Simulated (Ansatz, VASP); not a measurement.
**Bi: VASP beside Ansatz**

```
Bi
1.0
    -4.37747    4.37747    1.35321
     4.37747   -4.37747    1.35321
     4.37747    4.37747   -1.35321
Bi
1
Direct
  0.00000 0.00000 0.00000
```

Alike in both runs: task single point; functional LDA; k mesh 12 × 12 × 12; occupations gaussian, width 0.05 eV; no spin polarisation.

|  | VASP | Ansatz |
| --- | --- | --- |
| version | VASP 6.6.1 | Ansatz 0.2.0 |
| potentials or method | VASP PAW LDA potentials, release 64 (Bi_d) | scalar-relativistic, plane waves, PAW |
| plane-wave cutoff (eV) | 520 | 420 |
| valence electrons in the cell | 15 | 15 |

```tsv
	VASP	Ansatz	Ansatz less VASP
gap on the k mesh at the Fermi level (eV)	none	none	-
pressure (GPa)	1.7	1.9	+0.12
largest component of the traceless stress (GPa)	4.00	4.12	+0.128
```

A gap of «none» marks a metal or a gap that the smearing closes.

Caveats: spin-orbit coupling is left out, which moves the levels of the heavy elements.
